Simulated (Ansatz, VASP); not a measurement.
# PtS2 in two plane-wave programs, part 2 of 2

Wanted: the spread between two codes on one cell, functional and k mesh.  Valence electrons are named where the data sets of a main pair hold unlike numbers.

VASP 6.6.1 and Ansatz 0.2.0.

So far: Starting point; Ansatz: single point, PBE; VASP: single point, PBE; Differences; Other set-ups.

## Step 6: Ansatz: single point, LDA

Level of this step: Ansatz beside VASP: Kohn-Sham DFT, plane waves, LDA (Ansatz).

With cell and atoms fixed, the geometry can't cause a difference; cores, projectors, grids and the points listed under the comparison can.

Input file input.yaml:

```yaml
crystal:
  lattice:
    - [3.5432, 0.0, 0.0]
    - [-1.7716, 3.068501211, 0.0]
    - [0.0, 0.0, 22.3264152]
  atoms:
    - { symbol: S, position: [0.333333333, 0.666666667, 0.664075046] }
    - { symbol: S, position: [0.666666667, 0.333333333, 0.561612775] }
    - { symbol: S, position: [0.333333333, 0.666666667, 0.438387225] }
    - { symbol: S, position: [0.666666667, 0.333333333, 0.335924954] }
    - { symbol: Pt, position: [0.0, 0.0, 0.612843911] }
    - { symbol: Pt, position: [0.0, 0.0, 0.387156089] }
hamiltonian:
  xc: lda
  pseudopotentials: { kind: paw }
kpoints:
  mp_grid: { grid: [9, 9, 1] }
scf:
  occupations: { method: gaussian, width: 0.05 }
  n_extra_bands: 5
efield:
  axis: 3
  dipole_correction: true
  ramp_width: 0.04
output:
  forces: true
  eigenvalues: true
```

Launch:

```sh
$ ansatz run input.yaml --threads 4 --pin off --max-ram 9216MiB --backend cpu --events-out ev --progress --plain --runs-dir out
```

Numbers of over 12 decimals in the logs are rounded to 6 here.

The log of the run:

```text
[...]
Crystal: 6 atoms, lattice volume = 242.740 Å³
Basis set: ecut = 420 eV, 4689 PW (Γ)
Bands: 35, of which v1, the nominal top of the filled ones, is band 30 counted from 1 (29 counted from 0)
Symmetry: 6 space group operations
k-points: 12 of 81 (time reversal used)
[...]
k-point 0: bands = [... 26 lower, 0.4212, 0.5173, 0.5173, 1.1449, 4.2489, 4.2489, 4.4899, 4.4899, ... 1 higher]
  k-point 1: bands = [... 26 lower, 0.5748, 0.6694, 0.7855, 1.5158, 3.4639, 3.7092, 3.9921, 4.2701, ... 1 higher]
  k-point 2: bands = [... 26 lower, 0.4471, 0.6633, 0.7567, 1.2574, 2.6380, 2.9936, 3.7041, 4.0139, ... 1 higher]
  k-point 11: bands = [... 26 lower, -0.0941, -0.0941, 0.1449, 0.1450, 2.8783, 2.8783, 3.5041, 3.5041, ... 1 higher]
[key lines of the parts left out:]
SCF converged after 9 iterations
Free energy (F): -27970.430840 eV
Fermi energy:    2.076900 eV
Dipole field:    D = -0.000125 V/Å  (p = -0.000168 e·Å, saw-weighted, corrected)
Work function:   Φ+ = 5.3782 eV   Φ− = 5.3754 eV
```

Run time: 2.6 s. Hardware: 4 threads of Intel Xeon Platinum 8488C (Sapphire Rapids), shared host; peak memory 0.57 GiB; 9.5 s of CPU time.

## Step 7: VASP: single point, LDA

The same cell, functional (in two slightly different forms), mesh and smearing now go to VASP, with its own data sets.

Input file INCAR:

```
SYSTEM = PtS2
PREC = Normal
ENCUT = 350
EDIFF = 1E-06
NELM = 120
ISMEAR = 0
SIGMA = 0.05
LREAL = .FALSE.
ALGO = Normal
GGA = CA
NBANDS = 28
LORBIT = 11
LWAVE = .FALSE.
LCHARG = .FALSE.
KPAR = 4
IDIPOL = 3
LDIPOL = .TRUE.
DIPOL = 0.5 0.5 0.5
LVHAR = .TRUE.
LVACPOTAV = .TRUE.
```

Input file POSCAR:

```
PtS2
1.0
    3.5432000000      0.0000000000      0.0000000000
   -1.7716000000      3.0685012110      0.0000000000
    0.0000000000      0.0000000000     22.3264152000
S Pt
4 2
Direct
    0.3333333330      0.6666666670      0.6640750460
    0.6666666670      0.3333333330      0.5616127750
    0.3333333330      0.6666666670      0.4383872250
    0.6666666670      0.3333333330      0.3359249540
    0.0000000000      0.0000000000      0.6128439110
    0.0000000000      0.0000000000      0.3871560890
```

Input file KPOINTS:

```
Automatic mesh
0
Gamma
9 9 1
0 0 0
```

PAW data sets: S and Pt (PBE family, release 64).

Launch:

```sh
$ mpirun -np 4 vasp_std
```

The log of the run:

```text
[banner, memory and clock lines left out]
running    4 mpi-ranks, on    1 nodes
[...]
|                                                                             |
|               ----> ADVICE to this user running VASP <----                  |
|                                                                             |
|     You enforced a specific xc type in the INCAR file but a different       |
|     [... a line on the potential file left out ...]
|     I HOPE YOU KNOW WHAT YOU ARE DOING!                                     |
|                                                                             |

 LDA part: xc-table for (Slater(with rela. corr.)+CA(PZ))
 , standard interpolation
 POSCAR, INCAR and KPOINTS ok, starting setup
[...]
entering main loop
       N       E                     dE             d eps       ncg     rms          rms(c)
DAV:   1     0.280692694915E+03    0.28069E+03   -0.14915E+04   672   0.945E+02
DAV:   2    -0.119223799428E+02   -0.29262E+03   -0.28396E+03   920   0.224E+02
DAV:   3    -0.385102420087E+02   -0.26588E+02   -0.25827E+02   828   0.744E+01
DAV:   4    -0.393152087243E+02   -0.80497E+00   -0.80158E+00   884   0.139E+01
[...]
DAV:  22    -0.361517586882E+02   -0.69260E-05   -0.44636E-06   648   0.766E-03    0.716E-04
DAV:  23    -0.361517598892E+02   -0.12009E-05   -0.32841E-07   516   0.243E-03    0.290E-03
DAV:  24    -0.361517600490E+02   -0.15984E-06   -0.24211E-08   440   0.858E-04
 [... a notice as in an earlier step ...]

   1 F= -.36151760E+02 E0= -.36151760E+02  d E =-.155966E-10
```

OUTCAR, selected parts (step 7):

```text
  Total        2.5484335      2.5484335      2.9788292      0.0000000      0.0000000      0.0000000
  in kB       16.8206555     16.8206555     19.6614355      0.0000000      0.0000000      0.0000000
  external PRESSURE =      17.7675822 kB  Pullay stress =       0.0000000 kB

 POSITION                                       TOTAL-FORCE (eV/Angst)
 -----------------------------------------------------------------------------------
     -0.00000      2.04567     14.82642        -0.000000     -0.000000      0.847320
      1.77160      1.02283     12.53880        -0.000000      0.000000     -0.822043
     -0.00000      2.04567      9.78762         0.000000     -0.000000      0.822043
      1.77160      1.02283      7.50000         0.000000      0.000000     -0.847320
      0.00000      0.00000     13.68261         0.000000      0.000000     -0.157626
      0.00000      0.00000      8.64381        -0.000000      0.000000      0.157626
 -----------------------------------------------------------------------------------
    total drift:                                0.000000      0.000000      0.000000

  FREE ENERGIE OF THE ION-ELECTRON SYSTEM (eV)
  ---------------------------------------------------
  free  energy   TOTEN  =       -36.1517600490 eV

  energy  without entropy=      -36.1517600490  energy(sigma->0) =      -36.15176005

[... 1 part as in an earlier step ...]

[... 2 further parts left out ...]
[key lines of the parts left out:]
E-fermi :  -0.1509
```

The PAW data sets were made with PBE, though LDA sets exist; pressures can shift by 1 GPa and more with it.

## Step 8: Differences

What differs besides the data sets and the points named for the pairs above, as far as they apply: the two LDA forms differ slightly; the data sets hold 60 valence electrons in Ansatz (on its default PAW (the set named soft_2) files) and 44 in VASP; Ansatz makes its cores anew for this functional, VASP keeps those of its PBE data sets; VASP's log shows a relativistic correction to its local exchange, Ansatz's none. Total energies have different zeros and are not compared.

Both answers:

```
              quantity  Ansatz   VASP  difference
gap on the k mesh (eV)   1.122  1.134      -0.012
```

Forces (eV/Å; atoms numbered as in POSCAR):

```
atom        Ansatz x, y, z          VASP x, y, z
  S1   0.000, 0.000, 0.762   0.000, 0.000, 0.847
  S2  0.000, 0.000, -0.744  0.000, 0.000, -0.822
  S3   0.000, 0.000, 0.744   0.000, 0.000, 0.822
  S4  0.000, 0.000, -0.762  0.000, 0.000, -0.847
 Pt5  0.000, 0.000, -0.161  0.000, 0.000, -0.158
 Pt6   0.000, 0.000, 0.161   0.000, 0.000, 0.158
```

The forces differ by 39 meV/Å r.m.s., which is 9.7 % of the r.m.s. force of 0.397 eV/Å (both taken over all components). A gap on the mesh is an upper bound, since the band edges may lie between its points; neither run holds spin-orbit coupling, which can move the band edges of a compound of Pt. With vacuum in the cell, a pressure given here is an average over mostly empty space and none of the material.

## Step 9: Further runs

Further runs change the set-up of one program: Ansatz's method, potentials or start, or VASP's data sets, cutoff or form of LDA. The table gives Ansatz less VASP for each quantity, since a change that brings one quantity closer may part another.

```
                                        run  r.m.s. force difference (meV/Å)  gap on the k mesh (eV)
                                   as above                               39                  -0.012
                       cores kept as stored                               32                  -0.014
    Ansatz's larger PAW set (cutoff 900 eV)                               37                 -0.0069
norm-conserving potentials (cutoff 1143 eV)                               47                  -0.011
```

## Step 10: Ansatz: single point, PBEsol

A single point gives forces, pressure and levels at one fixed geometry, so differences don't come from the geometry; what else differs is listed under the comparison.

Changes to input.yaml since step 6:

```diff
@@ -13,3 +13,3 @@
 hamiltonian:
-  xc: lda
+  xc: pbesol
   pseudopotentials: { kind: paw }
@@ -27 +27,5 @@
   eigenvalues: true
+  write_density: true
+  write_potential: true
+  elf: true
+  volumetric_format: npy
```

Launch:

```sh
$ ansatz run input.yaml --threads 4 --pin off --max-ram 9216MiB --backend cpu --events-out ev --progress --plain --runs-dir out
```

The log of the run:

```text
[...]
Crystal: 6 atoms, lattice volume = 242.740 Å³
Basis set: ecut = 420 eV, 4689 PW (Γ), exchange–correlation on 48×48×300 points (8 copies of the dense FFT grid, shifted against one another)
Bands: 35, of which v1, the nominal top of the filled ones, is band 30 counted from 1 (29 counted from 0)
Symmetry: 6 space group operations
[...]
k-point 0: bands = [... 26 lower, 0.5903, 0.6859, 0.6859, 1.3248, 4.4430, 4.4430, 4.6835, 4.6835, ... 1 higher]
  k-point 1: bands = [... 26 lower, 0.7441, 0.8539, 0.9646, 1.6874, 3.6636, 3.9058, 4.1862, 4.4632, ... 1 higher]
  k-point 2: bands = [... 26 lower, 0.6173, 0.8367, 0.9298, 1.4371, 2.8513, 3.2016, 3.8986, 4.2068, ... 1 higher]
  k-point 11: bands = [... 26 lower, 0.0781, 0.0781, 0.3097, 0.3098, 3.0927, 3.0928, 3.7095, 3.7095, ... 1 higher]
[key lines of the parts left out:]
SCF converged after 9 iterations
Free energy (F): -28309.565314 eV
Fermi energy:    2.269348 eV
Dipole field:    D = -0.000140 V/Å  (p = -0.000188 e·Å, saw-weighted, corrected)
Work function:   Φ+ = 5.1701 eV   Φ− = 5.1669 eV
```

It took 3 s on 4 threads; peak memory 0.61 GiB.

## Step 11: VASP: single point, PBEsol

The same cell, functional, mesh and smearing now go to VASP, with its own data sets.

Changes to INCAR since step 7:

```diff
@@ -9,3 +9,3 @@
 ALGO = Normal
-GGA = CA
+GGA = PS
 NBANDS = 28
```

POSCAR is that of step 7.

KPOINTS is that of step 7.

Launch:

```sh
$ mpirun -np 4 vasp_std
```

The log of the run:

```text
[banner, memory and clock lines left out]
running    4 mpi-ranks, on    1 nodes
[...]
[... a notice as in an earlier step ...]

 LDA part: xc-table for (Slater+PW92), standard interpolation
 POSCAR, INCAR and KPOINTS ok, starting setup
[...]
entering main loop
       N       E                     dE             d eps       ncg     rms          rms(c)
DAV:   1     0.282440327221E+03    0.28244E+03   -0.14919E+04   672   0.945E+02
DAV:   2    -0.981087350112E+01   -0.29225E+03   -0.28352E+03   928   0.224E+02
DAV:   3    -0.357873634646E+02   -0.25976E+02   -0.25202E+02   800   0.737E+01
DAV:   4    -0.366048125838E+02   -0.81745E+00   -0.81444E+00   896   0.138E+01
[...]
DAV:  20    -0.337785399180E+02    0.50568E-05   -0.73831E-06   748   0.111E-02    0.373E-02
DAV:  21    -0.337785382623E+02    0.16557E-05   -0.55760E-06   764   0.957E-03    0.447E-03
DAV:  22    -0.337785383239E+02   -0.61618E-07   -0.26568E-07   408   0.259E-03
 [... a notice as in an earlier step ...]

   1 F= -.33778538E+02 E0= -.33778538E+02  d E =-.491653E-17
```

OUTCAR, selected parts (step 11):

```text
  Total        3.7908945      3.7908945      3.8820700      0.0000000     -0.0000000      0.0000000
  in kB       25.0213836     25.0213836     25.6231773      0.0000000     -0.0000000      0.0000000
  external PRESSURE =      25.2219815 kB  Pullay stress =       0.0000000 kB

 POSITION                                       TOTAL-FORCE (eV/Angst)
 -----------------------------------------------------------------------------------
     -0.00000      2.04567     14.82642        -0.000000      0.000000      0.977230
      1.77160      1.02283     12.53880        -0.000000     -0.000000     -0.866173
     -0.00000      2.04567      9.78762         0.000000      0.000000      0.866173
      1.77160      1.02283      7.50000         0.000000     -0.000000     -0.977230
      0.00000      0.00000     13.68261        -0.000000      0.000000     -0.142741
      0.00000      0.00000      8.64381        -0.000000      0.000000      0.142741
 -----------------------------------------------------------------------------------
    total drift:                                0.000000      0.000000      0.000000

  FREE ENERGIE OF THE ION-ELECTRON SYSTEM (eV)
  ---------------------------------------------------
  free  energy   TOTEN  =       -33.7785383239 eV

  energy  without entropy=      -33.7785383239  energy(sigma->0) =      -33.77853832

[... 2 parts as in an earlier step ...]

[... 1 further part left out ...]
[key lines of the parts left out:]
E-fermi :   0.0810
```

The PAW data sets were made with PBE, which is usual practice but a small mismatch for other functionals.

## Step 12: Side by side

What differs besides the data sets and the points named for the pairs above, as far as they apply: the data sets hold 60 valence electrons in Ansatz (on its default PAW (the set named soft_2) files) and 44 in VASP. Total energies have different zeros and are not compared.

Both answers:

```
              quantity  Ansatz   VASP  difference
gap on the k mesh (eV)   1.164  1.161      +0.003
```

Forces (eV/Å; atoms numbered as in POSCAR):

```
atom        Ansatz x, y, z          VASP x, y, z
  S1   0.000, 0.000, 1.003   0.000, 0.000, 0.977
  S2  0.000, 0.000, -0.895  0.000, 0.000, -0.866
  S3   0.000, 0.000, 0.895   0.000, 0.000, 0.866
  S4  0.000, 0.000, -1.003  0.000, 0.000, -0.977
 Pt5  0.000, 0.000, -0.146  0.000, 0.000, -0.143
 Pt6   0.000, 0.000, 0.146   0.000, 0.000, 0.143
```

The forces differ by 13 meV/Å r.m.s., which is 2.9 % of the r.m.s. force of 0.438 eV/Å (both taken over all components). A gap on the mesh is an upper bound, since the band edges may lie between its points; neither run holds spin-orbit coupling, which can move the band edges of a compound of Pt. With vacuum in the cell, a pressure given here is an average over mostly empty space and none of the material.

## Step 13: Summary of results

| Quantity | Value |
| --- | --- |
| r.m.s. force difference (single point, PBE) | 3.8 % of the r.m.s. force |
| r.m.s. force difference (single point, LDA) | 9.7 % of the r.m.s. force |
| r.m.s. force difference (single point, PBEsol) | 2.9 % of the r.m.s. force |

The r.m.s. force difference is 9.7 % of the r.m.s. force (single point, LDA), beyond the 3 % picked in this series as the mark of a large difference. The data sets hold unlike numbers of valence electrons (60 in Ansatz and 44 in VASP), so part of the differences comes from the potentials. Single point, PBE, Ansatz's larger PAW set (cutoff 900 eV): the difference in gap on the k mesh goes from 0.0033 to 0.0086 eV. Single point, PBE, norm-conserving potentials (cutoff 1143 eV): the difference in gap on the k mesh goes from 0.0033 to 9.3e-4 eV. Single point, LDA, Ansatz's larger PAW set (cutoff 900 eV): the difference in gap on the k mesh goes from -0.012 to -0.0069 eV. 1 further run of this series is not shown here. How closely two codes agree says nothing of how well the functional describes the real material.

[Lines on the potential files, build, host, timing and source positions are cut from VASP's logs without a mark.]

[Logs are printed without paths, hosts, clocks, repeated set-up lines and the standing remarks that a program may print on its own settings, such as how far it seeks lower states.]

[Hosts, paths, dates, database ids (printed as entryN), source tags and the programs' standing remarks are cut or masked in the printed files.]
